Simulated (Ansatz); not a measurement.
# Phonon spectrum of LiCl

Computed with Ansatz 0.2.0, DFT PBE, scalar-relativistic, plane waves, PAW. Plane waves to 420 eV; Γ-centred k mesh 6×6×6; fixed occupations. No spin polarisation. Phonons by linear response, acoustic sum rule imposed.

The cell, relaxed at this level:
```
CELL_PARAMETERS angstrom
5.40161 3.11862 1.23647
-5.40161 3.11862 1.23647
0.00000 -6.23724 1.23647
ATOMIC_POSITIONS crystal
Li 0.79914 0.18639 0.79914
Li 0.18639 0.79914 0.79914
Li 0.79914 0.79914 0.18639
Cl 0.19301 0.19301 0.82931
Cl 0.82931 0.19301 0.19301
Cl 0.19301 0.82931 0.19301
```

The structure comes from a generated guess, relaxed at this level; another structure or a mixture of phases may lie lower. The q mesh is coarse, so values between its points are rough.

Force constants from linear response on a 2×2×2 q mesh.

Question: Is the structure dynamically stable on this mesh?

Answer: Yes, on this mesh: no mode is imaginary.

Question: Give the frequencies (cm⁻¹; i marks imaginary ones) at the irreducible q points, in fractions of the reciprocal vectors, the Γ row without the LO field.

Answer:
```csv
q,star,frequencies
0.000 0.000 0.000,1,0 0 0 80 80 128 159 159 181 258 258 258 288 288 301 307 358 358
0.000 0.000 -0.500,3,76 89 112 113 134 144 154 167 176 264 272 282 292 295 300 346 348 365
0.000 -0.500 -0.500,3,38 63 71 76 94 99 124 138 180 256 257 262 288 296 301 386 393 401
-0.500 -0.500 -0.500,1,61 91 91 111 117 117 168 177 177 254 275 284 284 293 293 351 385 385
```
